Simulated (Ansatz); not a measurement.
Crystal: BaZrO3.

```xyz
5
Lattice="4.1913 0.0000 0.0000 0.0000 4.1913 0.0000 0.0000 0.0000 4.1913" Properties=species:S:1:pos:R:3 pbc="T T T"
Ba    0.0000    0.0000    0.0000
Zr    2.0957    2.0957    2.0957
O     2.0957    2.0957    0.0000
O     2.0957    0.0000    2.0957
O     0.0000    2.0957    2.0957
```

Base run:

| Item | Value |
| --- | --- |
| Program | Ansatz 0.2.0 |
| Functional | PBE0 |
| Potentials or basis | Ansatz PAW |
| Cutoff | 420 eV |
| Density cutoff | 1680 eV |
| k mesh | 4 × 4 × 4 |
| Occupations | fixed |
| Spin | no spin polarisation |

Its results: band gap on the k mesh 5.47 eV, indirect (least direct gap 5.73 eV).

Task: The run is repeated on the same cell with these changes: functional from PBE0 to HSE06; level from pbe0 to hse06. What comes out?

Result: Band gap on the k mesh 4.71 eV, indirect (least direct gap 4.98 eV).

Caveats: spin-orbit coupling is left out, which moves the levels of the heavy elements.

Not every run made on this cell is shown here.
